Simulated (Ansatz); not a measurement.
Si3N4, space group P6_3, a conversion between chain and input file

Program: Ansatz's Python interface.

Notebook, run cell by cell (the value of a cell's last expression is shown):

**Cell 1**
```python
from dataclasses import dataclass

import ansatz as az
```

**Cell 2**
```python
@dataclass(frozen=True)
class RunConfig:
    xc: str = "pbe"
    k_spacing: float = 0.36
    smearing: str = "fixed"
```

**Cell 3**
```python
settings = RunConfig()
```

**Cell 4**
```python
si3n4 = (
    az.Lattice.of([7.595, 0.0, 0.0], [-3.7975, 6.57746, 0.0], [0.0, 0.0, 2.9023])
    .atom("Si", [0.7687, 0.1744, 0.25])
    .atom("Si", [0.5943, 0.7687, 0.75])
    .atom("Si", [0.8256, 0.5943, 0.25])
    .atom("Si", [0.2313, 0.8256, 0.75])
    .atom("Si", [0.4057, 0.2313, 0.25])
    .atom("Si", [0.1744, 0.4057, 0.75])
    .atom("N", [0.0297, 0.3295, 0.265])
    .atom("N", [0.7002, 0.0297, 0.765])
    .atom("N", [0.6705, 0.7002, 0.265])
    .atom("N", [0.9703, 0.6705, 0.765])
    .atom("N", [0.2998, 0.9703, 0.265])
    .atom("N", [0.3295, 0.2998, 0.765])
    .atom("N", [1 / 3, 2 / 3, 0.2344])
    .atom("N", [2 / 3, 1 / 3, 0.7344])
)
```

**Cell 5**
```python
setup = si3n4.calculation()
setup = setup.functional(settings.xc).kpoints(spacing=settings.k_spacing)
setup = setup.occupations(settings.smearing)
setup = setup.density_of_states(projected=True, energy_step=0.02)
print(setup.to_yaml())
```
Output:
```text
crystal:
  lattice:
    - [7.595, 0.0, 0.0]
    - [-3.7975, 6.57746, 0.0]
    - [0.0, 0.0, 2.9023]
  atoms:
    - { symbol: Si, position: [0.7687, 0.1744, 0.25] }
    - { symbol: Si, position: [0.5943, 0.7687, 0.75] }
    - { symbol: Si, position: [0.8256, 0.5943, 0.25] }
    - { symbol: Si, position: [0.2313, 0.8256, 0.75] }
    - { symbol: Si, position: [0.4057, 0.2313, 0.25] }
    - { symbol: Si, position: [0.1744, 0.4057, 0.75] }
    - { symbol: "N", position: [0.0297, 0.3295, 0.265] }
    - { symbol: "N", position: [0.7002, 0.0297, 0.765] }
    - { symbol: "N", position: [0.6705, 0.7002, 0.265] }
    - { symbol: "N", position: [0.9703, 0.6705, 0.765] }
    - { symbol: "N", position: [0.2998, 0.9703, 0.265] }
    - { symbol: "N", position: [0.3295, 0.2998, 0.765] }
    - { symbol: "N", position: [0.3333333333333333, 0.6666666666666666, 0.2344] }
    - { symbol: "N", position: [0.6666666666666666, 0.3333333333333333, 0.7344] }
kpoints:
  mp_grid:
    kspacing: 0.36
hamiltonian:
  xc: pbe
scf:
  occupations:
    method: fixed
output:
  dos:
    de: 0.02
    projected: true
```

The input is only written out: it wasn't run, and its settings aren't tested. Fixed occupations are right only where the crystal has a gap.
